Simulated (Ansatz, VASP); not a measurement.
# Two plane-wave programs on CuO

The input INCAR:

```
PREC = Accurate
ENCUT = 520
EDIFF = 1E-7
ISMEAR = -1
SIGMA = 0.05
LREAL = False
LASPH = True
NELM = 100
ALGO = Normal
ISIF = 2
LWAVE = False
LCHARG = False
GGA = PS
NBANDS = 25
```

The input KPOINTS:

```
Automatic mesh
0
Gamma
  9 9 5
```

POSCAR

```
CuO
1.0
    3.2435862200      0.0000000000      0.0000000000
   -1.6217931051      2.8090280613      0.0000000000
    0.0000000000      0.0000000000      5.3122453321
Cu O
2 2
Direct
    0.6666666667      0.3333333333      0.0000000000
    0.3333333333      0.6666666667      0.5000000000
    0.6666666667      0.3333333333      0.6252000000
    0.3333333333      0.6666666667      0.1252000000
```

Contents of input.yaml:

```yaml
crystal:
  lattice:
    - [3.24358622, 0.0, 0.0]
    - [-1.6217931051, 2.8090280613, 0.0]
    - [0.0, 0.0, 5.3122453321]
  atoms:
    - { symbol: Cu, position: [0.6666666667, 0.3333333333, 0.0] }
    - { symbol: Cu, position: [0.3333333333, 0.6666666667, 0.5] }
    - { symbol: O, position: [0.6666666667, 0.3333333333, 0.6252] }
    - { symbol: O, position: [0.3333333333, 0.6666666667, 0.1252] }
hamiltonian:
  xc: pbesol
  pseudopotentials: { kind: paw }
kpoints:
  mp_grid: { grid: [9, 9, 5] }
scf:
  occupations: { method: fermi_dirac, width: 0.05 }
output:
  forces: true
  stress: true
  eigenvalues: true
  write_density: true
  write_potential: true
  elf: true
  volumetric_format: npy
```

Measurements of this composition are mostly on another form, of space group No. 15.

Alike in both runs: task single point; functional PBEsol; k mesh 9 × 9 × 5; occupations fermi-dirac, width 0.05 eV; no spin polarisation.

```csv
,VASP,Ansatz
version,VASP 6.6.1,Ansatz 0.2.0
potentials or method,"VASP PAW PBE potentials, release 64 (Cu, O)",Ansatz PAW
plane-wave cutoff (eV),520,420
valence electrons in the cell,34,50
```

|  | VASP | Ansatz | Ansatz less VASP |
| --- | --- | --- | --- |
| gap on the k mesh at the Fermi level (eV) | none | none | - |
| pressure (GPa) | -10.9 | -11.5 | -0.51 |
| largest component of the traceless stress (GPa) | 1.11 | 1.15 | +0.037 |
| rms of the force components (eV/Å) | 0.050 | 0.051 | +0.0012 |

Atom by atom the forces differ by 0.001 eV/Å (rms over components). A gap of «none» marks a metal or a gap that the smearing closes. With one functional, cell and mesh, what is left measures potentials, basis and numerics. The two sets of potentials don't hold the same shells in valence.

Caveats: the run has no spin polarisation, though such a crystal can be magnetic; semilocal functionals often make such compounds metallic where correlation or magnetic order opens a gap, which also shifts bond lengths; the PAW data sets were made with another functional, which shifts forces and pressure a little (VASP); the pressure holds a Pulay correction of +0.7 GPa for the finite cutoff (Ansatz); the PAW data sets come from PBE, with cores solved anew for the run's functional, which leaves a small shift of forces and pressure (Ansatz).
